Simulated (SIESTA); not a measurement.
Crystal: Ti.

```xyz
2
Lattice="2.9500 0.0000 0.0000 -1.4750 2.5548 0.0000 0.0000 0.0000 4.6800" Properties=species:S:1:pos:R:3 pbc="T T T"
Ti    1.4750    0.8516    3.5100
Ti    0.0000    1.7032    1.1700
```

Base run:

- Program: SIESTA 5.4.2
- Functional: PBE
- Potentials or basis: PseudoDojo 0.4 standard (PBE files)
- Basis: DZP (energy shift 0.003 Ry; two zetas on semicore shells)
- Grid cutoff: 800 Ry
- Energy shift: 0.003 Ry
- k mesh: 10 × 10 × 6
- Occupations: fermi-dirac, width 0.05 eV
- Spin: no spin polarisation

Its results: band gap on the k mesh none (metal or under the smearing width); pressure -1.3 GPa.

Question: The run is repeated on the same cell with these changes: functional from PBE to LDA; potentials or basis from PseudoDojo 0.4 standard (PBE files) to PseudoDojo 0.4 standard (LDA files). What comes out?

Answer: Band gap on the k mesh none (metal or under the smearing width); pressure -9.5 GPa.

Caveats: the basis of atomic orbitals isn't converged, which shifts pressures, moduli and gaps.
